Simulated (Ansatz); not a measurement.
All numbers below come from Ansatz, DFT PBE, scalar-relativistic, plane waves, PAW. All cells share a 420 eV cutoff and Γ-centred k meshes spaced at most about 0.3 Å⁻¹ (about 0.25 or finer for metals, 2π included). No spin polarisation in the final relaxations.

These are static total energies at zero pressure.

Two forms of InGa5P6 were relaxed alike.

A.

```yaml
crystal:
  lattice:
    - [3.67096, 0.00000, 0.00000]
    - [0.00000, 5.26557, 0.00000]
    - [0.00000, 0.00000, 11.09875]
  atoms:
    - { symbol: In, position: [0.50000, 0.50000, 0.00000] }
    - { symbol: Ga, position: [0.00000, 0.00000, 0.82977] }
    - { symbol: Ga, position: [0.00000, 0.00000, 0.17023] }
    - { symbol: Ga, position: [0.50000, 0.50000, 0.33793] }
    - { symbol: Ga, position: [0.00000, 0.00000, 0.50000] }
    - { symbol: Ga, position: [0.50000, 0.50000, 0.66207] }
    - { symbol: P, position: [0.00000, 0.50000, 0.18264] }
    - { symbol: P, position: [0.00000, 0.50000, 0.50000] }
    - { symbol: P, position: [0.50000, 0.00000, 0.66337] }
    - { symbol: P, position: [0.00000, 0.50000, 0.81736] }
    - { symbol: P, position: [0.50000, 0.00000, 0.00000] }
    - { symbol: P, position: [0.50000, 0.00000, 0.33663] }
```

B.

```yaml
crystal:
  lattice:
    - [3.94069, 0.00000, 0.00000]
    - [0.00000, 3.94069, 0.00000]
    - [0.00000, 0.00000, 16.79714]
  atoms:
    - { symbol: In, position: [0.50000, 0.50000, 0.50000] }
    - { symbol: Ga, position: [0.00000, 0.00000, 0.67548] }
    - { symbol: Ga, position: [0.00000, 0.00000, 0.32452] }
    - { symbol: Ga, position: [0.50000, 0.50000, 0.16219] }
    - { symbol: Ga, position: [0.00000, 0.00000, 0.00000] }
    - { symbol: Ga, position: [0.50000, 0.50000, 0.83781] }
    - { symbol: P, position: [0.50000, 0.00000, 0.40482] }
    - { symbol: P, position: [0.00000, 0.50000, 0.24329] }
    - { symbol: P, position: [0.50000, 0.00000, 0.08109] }
    - { symbol: P, position: [0.00000, 0.50000, 0.91891] }
    - { symbol: P, position: [0.50000, 0.00000, 0.75671] }
    - { symbol: P, position: [0.00000, 0.50000, 0.59518] }
```

Problem. Which is lower in energy, and by how much?

Solution. B is lower, by 0.38 eV/atom. A has In and Ga ordered on rock salt sites, space group Pmmm (No. 47), 17.9 Å³/atom and no gap on its mesh; B has In and Ga ordered on zinc blende sites, space group P-4m2 (No. 115), 21.7 Å³/atom and a gap of 1.24 eV. Counting P atoms around Ga and In (those within 1.25 times the shortest such distance or 1.15 times the sum of covalent radii), A has In 6, Ga 6 and B has In 4, Ga 4. The lower one is the more open, so pressure narrows the difference. Both come from invented guesses.

Kohn–Sham gaps at this level usually fall short of measured ones. Cells relaxed within their symmetry can be saddle points.
